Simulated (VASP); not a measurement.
# AlP in VASP: work function with LDA

Aim: the work function of AlP with LDA.

Program: VASP 6.6.1. These are calculated values, not measurements. Logs are shortened: lines on timing, memory, paths and dates and some standing lists are left out, and cuts for length are marked.

### Step 1. The slab as given

The cell holds a slab with vacuum, 6 atoms: a = 5.451 Å, b = 3.854 Å, c = 13.854 Å, α = 90.00°, β = 90.00°, γ = 90.00°.

### Step 2. Work function, LDA

Contents of INCAR:

```
SYSTEM = AlP
PREC = Accurate
ENCUT = 300
EDIFF = 1E-6
ISMEAR = 0
SIGMA = 0.05
LREAL = .FALSE.
LASPH = .TRUE.
NELM = 100
ALGO = Normal
ISIF = 2
LWAVE = .FALSE.
LCHARG = .TRUE.
LDIPOL = .TRUE.
IDIPOL = 3
DIPOL = 0.5 0.5 0.500
LVHAR = .TRUE.
LVACPOTAV = .TRUE.
KPAR = 2
```

Contents of KPOINTS:

```
Automatic mesh
0
G
  4 4 1
  0 0 0
```

Contents of POSCAR:

```
AlP
1.0
    5.4510000000      0.0000000000      0.0000000000
    0.0000000000      3.8544390640      0.0000000000
    0.0000000000      0.0000000000     13.8544390657
Al P
3 3
Direct
    0.5000000000      0.5000000000      0.3608951598
    0.0000000000      0.0000000000      0.5000000000
    0.5000000000      0.5000000000      0.6391048402
    0.7500000000      0.0000000000      0.3608951598
    0.2500000000      0.5000000000      0.5000000000
    0.7500000000      0.0000000000      0.6391048402
```

Potentials or basis: VASP PAW LDA potentials, release 64 (Al, P).

Launch:

```sh
$ cat potpaw_LDA.64/Al/POTCAR potpaw_LDA.64/P/POTCAR > POTCAR
$ mpirun -np 2 vasp_std > vasp.out
```

OUTCAR:

```text
SYSTEM = AlP
   PREC = Accurate
   ENCUT = 300
   EDIFF = 1E-6
   ISMEAR = 0
   LREAL = .FALSE.
   LASPH = .TRUE.
   NELM = 100
   ISIF = 2

 ion  position               nearest neighbor table
   1  0.500  0.500  0.361-   4 2.36   4 2.36   5 2.36
   2  0.000  0.000  0.500-   5 2.36   5 2.36   6 2.36   4 2.36
   3  0.500  0.500  0.639-   6 2.36   6 2.36   5 2.36
   4  0.750  0.000  0.361-   1 2.36   1 2.36   2 2.36
   5  0.250  0.500  0.500-   2 2.36   2 2.36   3 2.36   1 2.36
   6  0.750  0.000  0.639-   3 2.36   3 2.36   2 2.36

  LATTYP: Found a simple orthorhombic cell.
 ALAT       =     3.8544390640
 B/A-ratio  =     1.4142135625
 C/A-ratio  =     3.5944112323

  Lattice vectors:

 A1 = (   0.0000000000,  -3.8544390640,   0.0000000000)
 A2 = (   5.4510000000,   0.0000000000,   0.0000000000)
 A3 = (   0.0000000000,   0.0000000000,  13.8544390657)

Analysis of symmetry for initial positions (statically):
=====================================================================
 Subroutine PRICEL returns:
 Original cell was already a primitive cell.

 Routine SETGRP: Setting up the symmetry group for a
 simple orthorhombic supercell.

 Subroutine GETGRP returns: Found  4 space group operations
 (whereof  4 operations were pure point group operations)
 out of a pool of  8 trial point group operations.

The static configuration has the point symmetry C_2v.

Analysis of symmetry for dynamics (positions and initial velocities):
=====================================================================
 Subroutine PRICEL returns:
 Original cell was already a primitive cell.

 Routine SETGRP: Setting up the symmetry group for a
 simple orthorhombic supercell.

 Subroutine GETGRP returns: Found  4 space group operations
 (whereof  4 operations were pure point group operations)
 out of a pool of  8 trial point group operations.

The dynamic configuration has the point symmetry C_2v.

 Subroutine INISYM returns: Found  4 space group operations
 (whereof  4 operations are pure point group operations),
 and found     1 'primitive' translations

----------------------------------------------------------------------------------------

                                     Primitive cell

  volume of cell :     291.0893

  direct lattice vectors                    reciprocal lattice vectors
     5.451000000  0.000000000  0.000000000     0.183452578  0.000000000  0.000000000
     0.000000000  3.854439064  0.000000000     0.000000000  0.259441123  0.000000000
     0.000000000  0.000000000 13.854439066     0.000000000  0.000000000  0.072179032

  length of vectors
     5.451000000  3.854439064 13.854439066     0.183452578  0.259441123  0.072179032

  position of ions in fractional coordinates (direct lattice)
     0.500000000  0.500000000  0.360895160
     0.000000000  0.000000000  0.500000000
     0.500000000  0.500000000  0.639104840
     0.750000000  0.000000000  0.360895160
     0.250000000  0.500000000  0.500000000
     0.750000000  0.000000000  0.639104840

  ion indices of the primitive-cell ions
   primitive index   ion index
                 1           1
                 2           2
                 3           3
                 4           4
                 5           5
                 6           6

----------------------------------------------------------------------------------------

 KPOINTS: Automatic mesh

Automatic generation of k-mesh.
 Grid dimensions read from file:
 generate k-points for:    4    4    1

 Generating k-lattice:

  Cartesian coordinates                     Fractional coordinates (reciprocal lattice)
     0.045863144  0.000000000  0.000000000     0.250000000  0.000000000  0.000000000
     0.000000000  0.064860281  0.000000000     0.000000000  0.250000000  0.000000000
     0.000000000  0.000000000  0.072179032     0.000000000  0.000000000  1.000000000

  Length of vectors
     0.045863144  0.064860281  0.072179032

  Shift w.r.t. Gamma in fractional coordinates (k-lattice)
     0.000000000  0.000000000  0.000000000

 Subroutine IBZKPT returns following result:
 ===========================================

 Found      9 irreducible k-points:

 Following reciprocal coordinates:
            Coordinates               Weight
  0.000000  0.000000  0.000000      1.000000
  0.250000  0.000000  0.000000      2.000000
  0.500000  0.000000  0.000000      1.000000
  0.000000  0.250000  0.000000      2.000000
  0.250000  0.250000  0.000000      4.000000
  0.500000  0.250000  0.000000      2.000000
  0.000000  0.500000  0.000000      1.000000
  0.250000  0.500000  0.000000      2.000000
  0.500000  0.500000  0.000000      1.000000
   k-points           NKPTS =      9   k-points in BZ     NKDIM =      9   number of bands    NBANDS=     16
   number of dos      NEDOS =    301   number of ions     NIONS =      6
   total plane-waves  NPLWV =  61440
   dimension x,y,z NGX =    32 NGY =   24 NGZ =   80
   dimension x,y,z NGXF=    64 NGYF=   48 NGZF=  160
   ions per type =               3   3
   NGX,Y,Z   is equivalent  to a cutoff of   9.76, 10.35,  9.60 a.u.
   NGXF,Y,Z  is equivalent  to a cutoff of  19.52, 20.70, 19.20 a.u.
 SYSTEM =  AlP
   PREC   = accura    normal or accurate (medium, high low for compatibility)
   ISTART =      0    job   : 0-new  1-cont  2-samecut
   ICHARG =      2    charge: 1-file 2-atom 10-const
   ISPIN  =      1    spin polarized calculation?
   LNONCOLLINEAR =      F non collinear calculations
   LSORBIT =      F    spin-orbit coupling
   LASPH  =      T    aspherical Exc in radial PAW
   ENCUT  =  300.0 eV  22.05 Ry    4.70 a.u.   7.70  5.44 19.57*2*pi/ulx,y,z
   NELM   =    100;   NELMIN=  2; NELMDL= -5     # of ELM steps
   EDIFF  = 0.1E-05   stopping-criterion for ELM
   LREAL  =      F    real-space projection
   EDIFFG = 0.1E-04   stopping-criterion for IOM
   NSW    =      0    number of steps for IOM
   IBRION =     -1    ionic relax: 0-MD 1-quasi-New 2-CG
   NFREE  =      0    steps in history (QN), initial steepest desc. (CG)
   ISIF   =      2    stress and relaxation
   ISYM   =      2    0-nonsym 1-usesym 2-fastsym
   POTIM  = 0.5000    time-step for ionic-motion
   TEBEG  =    0.0;   TEEND  =   0.0 temperature during run
   PSTRESS=    0.0 pullay stress
   NELECT =      24.0000    total number of electrons
   NUPDOWN=      -1.0000    fix difference up-down
   EMIN   =  10.00;   EMAX   =-10.00  energy-range for DOS
   EFERMI =   0.00;   METHOD = LEGACY
   ISMEAR =     0;   SIGMA  =   0.05  broadening in eV -4-tet -1-fermi 0-gaus
   EFERMI_NEDOS =   21; number of points for ismear=-14 and -15
   IALGO  =     38    algorithm
   IMIX   =      4    mixing-type and parameters
     AMIX     =   0.40;   BMIX     =  1.00
     AMIX_MAG =   1.60;   BMIX_MAG =  1.00
  volume/ion in A,a.u.               =      48.51       327.39
  Fermi-wavevector in a.u.,A,eV,Ry     =   0.712530  1.346486  6.907664  0.507699
  Thomas-Fermi vector in A             =   1.799929
   LORBIT       =      0    0 simple, 1 ext, 2 COOP (PROOUT), +10 PAW based schemes
   GGA     = CA    functional components
   LHFCALC =     F    Hartree Fock is set to
   AEXX    =    0.0000 exact exchange contribution
   IVDW    =     0    specifies the selected vdW correction
   LEPSILON=     F    determine dielectric tensor
   LRPA    =     F    only Hartree local field effects (RPA)
 non-spin polarized calculation
 Gauss-broadening in eV      SIGMA  =   0.05
  energy-cutoff  :      300.00
  volume of cell :      291.09
 maximum number of plane-waves:      3479
 NGX is ok and might be reduce to    32
   NGX = 15   NGY = 11   NGZ = 39

 dipolmoment           0.000000      0.000000      0.000000 electrons x Angstroem

 number of electron      23.9999993 magnetization

 dipolmoment           0.000000      0.000000     -0.000000 electrons x Angstroem

 Free energy of the ion-electron system (eV)
  ---------------------------------------------------
  ext. energy  EPLUGINS =         0.00000000
  ---------------------------------------------------
  free energy    TOTEN  =       -29.84582266 eV

  energy without entropy =      -29.84164724  energy(sigma->0) =      -29.84373495

 E-fermi :  -0.6336     XC(G=0):  -5.1356

 val. band max:       -0.6610634150   @ k =   0.0000   0.5000   0.0000
 cond. band min:      -0.6200868843   @ k =   0.5000   0.5000   0.0000
 fundamental gap:      0.0409765308
 Fermi energy:        -0.6335625693

 k-point     1 :       0.0000    0.0000    0.0000
  band No.  band energies     occupation
      1     -12.1728      2.00000
      2     -10.5547      2.00000
      3     -10.0989      2.00000
      4      -6.1454      2.00000
      5      -4.9448      2.00000
      6      -3.7229      2.00000
[... 8 lines left out ...]
     15       1.2223      0.00000
     16       2.5319      0.00000

 k-point     2 :       0.2500    0.0000    0.0000
  band No.  band energies     occupation
      1     -11.9866      2.00000
      2     -10.5024      2.00000
      3     -10.4824      2.00000
      4      -5.7947      2.00000
      5      -5.6123      2.00000
      6      -3.5939      2.00000
[... 8 lines left out ...]
     15       1.5800      0.00000
     16       2.4679      0.00000

 k-point     3 :       0.5000    0.0000    0.0000
  band No.  band energies     occupation
      1     -11.6643      2.00000
      2     -10.9767      2.00000
      3     -10.4467      2.00000
      4      -6.0267      2.00000
      5      -5.3337      2.00000
      6      -4.0519      2.00000
[... 8 lines left out ...]
     15       2.2753      0.00000
     16       2.3774      0.00000

 k-point     4 :       0.0000    0.2500    0.0000
  band No.  band energies     occupation
      1     -11.7488      2.00000
      2     -10.1827      2.00000
      3      -9.9958      2.00000
      4      -6.0310      2.00000
      5      -5.2668      2.00000
      6      -4.1821      2.00000
[... 8 lines left out ...]
     15       2.3982      0.00000
     16       2.4327      0.00000

 k-point     5 :       0.2500    0.2500    0.0000
  band No.  band energies     occupation
      1     -11.5898      2.00000
      2     -10.2582      2.00000
      3     -10.1392      2.00000
      4      -5.8811      2.00000
      5      -5.5107      2.00000
      6      -4.3705      2.00000
[... 8 lines left out ...]
     15       2.4143      0.00000
     16       3.0777      0.00000

 k-point     6 :       0.5000    0.2500    0.0000
  band No.  band energies     occupation
      1     -11.3397      2.00000
      2     -10.6075      2.00000
      3     -10.0934      2.00000
      4      -5.7419      2.00000
      5      -5.5224      2.00000
      6      -5.0172      2.00000
[... 8 lines left out ...]
     15       2.9183      0.00000
     16       3.1953      0.00000

 k-point     7 :       0.0000    0.5000    0.0000
  band No.  band energies     occupation
      1     -11.0051      2.00000
      2     -10.2232      2.00000
      3      -9.6673      2.00000
      4      -6.1303      2.00000
      5      -5.7849      2.00000
      6      -5.4570      2.00000
[... 8 lines left out ...]
     15       1.0975      0.00000
     16       2.4902      0.00000

 k-point     8 :       0.2500    0.5000    0.0000
  band No.  band energies     occupation
      1     -10.9635      2.00000
      2     -10.1641      2.00000
      3      -9.6437      2.00000
      4      -6.1289      2.00000
      5      -5.9983      2.00000
      6      -5.9085      2.00000
[... 8 lines left out ...]
     15       2.1161      0.00000
     16       2.2815      0.00000

 k-point     9 :       0.5000    0.5000    0.0000
  band No.  band energies     occupation
      1     -10.9199      2.00000
      2     -10.1004      2.00000
      3      -9.6196      2.00000
      4      -6.4220      2.00000
      5      -6.2381      2.00000
      6      -5.8331      2.00000
[... 8 lines left out ...]
     15       2.8900      0.00000
     16       3.3041      0.00000

------------------------ aborting loop because EDIFF is reached ----------------------------------------

  FORCE on cell =-STRESS in cart. coord.  units (eV):
  Direction    XX          YY          ZZ          XY          YZ          ZX
  --------------------------------------------------------------------------------------
  -------------------------------------------------------------------------------------
  Total       -5.5554224     -3.7904532      0.0269300      0.0000000      0.0000000      0.0000000
  in kB      -30.5774561    -20.8629349      0.1482249      0.0000000      0.0000000      0.0000000
  external PRESSURE =     -17.0973887 kB  Pullay stress =       0.0000000 kB

 VOLUME and BASIS-vectors are now :
 -----------------------------------------------------------------------------
  energy-cutoff  :      300.00
  volume of cell :      291.09
      direct lattice vectors                 reciprocal lattice vectors
     5.451000000  0.000000000  0.000000000     0.183452578  0.000000000  0.000000000
     0.000000000  3.854439064  0.000000000     0.000000000  0.259441123  0.000000000
     0.000000000  0.000000000 13.854439066     0.000000000  0.000000000  0.072179032

 POSITION                                       TOTAL-FORCE (eV/Angst)
 -----------------------------------------------------------------------------------
      2.72550      1.92722      5.00000         1.559985     -0.000000      1.197647
      0.00000      0.00000      6.92722        -0.732718     -0.000000      0.000000
      2.72550      1.92722      8.85444         1.559985      0.000000     -1.197647
      4.08825      0.00000      5.00000        -0.788617      0.000000     -1.231521
      1.36275      1.92722      6.92722        -0.810018     -0.000000      0.000000
      4.08825      0.00000      8.85444        -0.788617      0.000000      1.231521
 -----------------------------------------------------------------------------------
    total drift:                                0.000019      0.000000      0.000000

  FREE ENERGIE OF THE ION-ELECTRON SYSTEM (eV)
  ---------------------------------------------------
  free  energy   TOTEN  =       -29.8458226589 eV

  energy  without entropy=      -29.8416472429  energy(sigma->0) =      -29.84373495

 vacuum level on the upper side and lower side of the slab         4.158         4.158
```

Run time: 15 s. Hardware: 2 MPI ranks of Intel Xeon Platinum 8259CL at 2.50GHz (Skylake/Cascade Lake), shared host; peak memory 0.17 GiB.

Results:

- Free energy: -29.8458 eV
- Largest force: 1.967 eV/Å
- Band gap on the k mesh: 0.04 eV, indirect (least direct gap 0.07 eV)
- Ionisation potential of the upper face: 4.82 eV

Forces on the atoms (eV/Å):
```
Al   1.560  0.000  1.198
Al  -0.733  0.000  0.000
Al   1.560  0.000 -1.198
P   -0.789  0.000 -1.232
P   -0.810  0.000  0.000
P   -0.789  0.000  1.232
```

Levels at points of the mesh, in eV from the valence-band top:
```
           k point  band 8  band 9  band 10  band 11  band 12  band 13  band 14  band 15  band 16
(0.00, 0.00, 0.00)   -2.22   -0.98    -0.79    -0.78    -0.51     0.18     1.84     1.88     3.19
(0.50, 0.00, 0.00)   -1.75   -1.23    -0.99    -0.92    -0.19     0.46     1.25     2.94     3.04
(0.00, 0.50, 0.00)   -2.91   -2.39    -2.16    -1.04     0.00     0.16     1.22     1.76     3.15
(0.50, 0.50, 0.00)   -2.74   -2.43    -2.16    -0.91    -0.03     0.04     1.44     3.55     3.97
```

Caveat: the cutoff is under 1.25 times the usual one of these potentials, so pressure, stress and relaxed cells hold a basis-set (Pulay) error.
